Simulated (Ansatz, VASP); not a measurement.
# InSb in VASP and in Ansatz

Contents of INCAR:

```
PREC = Accurate
ENCUT = 520
EDIFF = 1E-6
ISMEAR = 0
SIGMA = 0.1
LREAL = F
LASPH = T
NELM = 60
ALGO = Normal
ISIF = 2
LWAVE = F
LCHARG = F
GGA = PE
NBANDS = 16
```

File KPOINTS:

```
Automatic mesh
0
Gamma
  14 14 8
```

The input POSCAR:

```
InSb
1.0
    3.2415647616      0.0000000000      0.0000000000
    0.0000000000      3.2415647616      0.0000000000
    0.0000000000      0.0000000000      6.3621550920
In Sb
1 1
Direct
    0.0000000000      0.0000000000      0.0000000000
    0.0000000000      0.0000000000      0.5000000000
```

Input for Ansatz:

```yaml
crystal:
  lattice:
    - [3.2415647616, 0.0, 0.0]
    - [0.0, 3.2415647616, 0.0]
    - [0.0, 0.0, 6.362155092]
  atoms:
    - { symbol: In, position: [0.0, 0.0, 0.0] }
    - { symbol: Sb, position: [0.0, 0.0, 0.5] }
basis:
  ecutwfc: 420
kpoints:
  mp_grid: { grid: [14, 14, 8] }
hamiltonian:
  xc: pbe
scf:
  occupations: { method: gaussian, width: 0.1 }
output:
  forces: true
  stress: true
  eigenvalues: true
  populations: true
```

Alike in both runs: task single point; functional PBE; k mesh 14 × 14 × 8; occupations gaussian, width 0.1 eV; no spin polarisation.

|  | VASP | Ansatz |
| --- | --- | --- |
| version | VASP 6.6.1 | Ansatz 0.2.0 |
| potentials or method | VASP PAW PBE potentials, release 64 (In_d, Sb) | scalar-relativistic, plane waves, PAW |
| plane-wave cutoff (eV) | 520 | 420 |
| valence electrons in the cell | 18 | 28 |

VASP gave:

| Item | Value |
| --- | --- |
| gap on the k mesh at the Fermi level (eV) | none |
| pressure (GPa) | -3.8 |
| largest component of the traceless stress (GPa) | 1.04 |

Task: What did Ansatz give for the same quantities?

Result: gap on the k mesh at the Fermi level (eV): none; pressure (GPa): -3.7; largest component of the traceless stress (GPa): 1.04.

A gap of «none» marks a metal or a gap that the smearing closes. The functional is the same, so the differences come from potentials, cutoffs and numerics. The two sets of potentials don't hold the same shells in valence.

The runs have no spin-orbit coupling, so splittings on Sb are missing.
